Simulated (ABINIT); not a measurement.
AgCl (Chlorargyrite):

```
Ag Cl
1.0
     0.00000    2.73500    2.73500
     2.73500    0.00000    2.73500
     2.73500    2.73500    0.00000
Ag Cl
1 1
Direct
  0.00000 0.00000 0.00000
  0.50000 0.50000 0.50000
```

Base run:

```yaml
Program: ABINIT 10.8.3 (patched build)
Functional: PBEsol
Potentials_or_basis: SPMS NC PBE v1.0
Cutoff: 599 eV
k_mesh: 6 × 6 × 6
Occupations: fixed
Spin: no spin polarisation
```

Its results: band gap on the k mesh 0.70 eV, indirect (least direct gap 3.22 eV); pressure -0.7 GPa.

Problem. The run is repeated on the same cell with these changes: functional from PBEsol to PBE. What comes out?

Solution. Band gap on the k mesh 0.91 eV, indirect (least direct gap 3.40 eV); pressure 3.9 GPa.

PBE binds less tightly than PBEsol, so the same cell stands under more pressure.

Caveats: the potentials were made for another functional, which shifts forces and pressure (some runs).

A k mesh can miss the band edges.
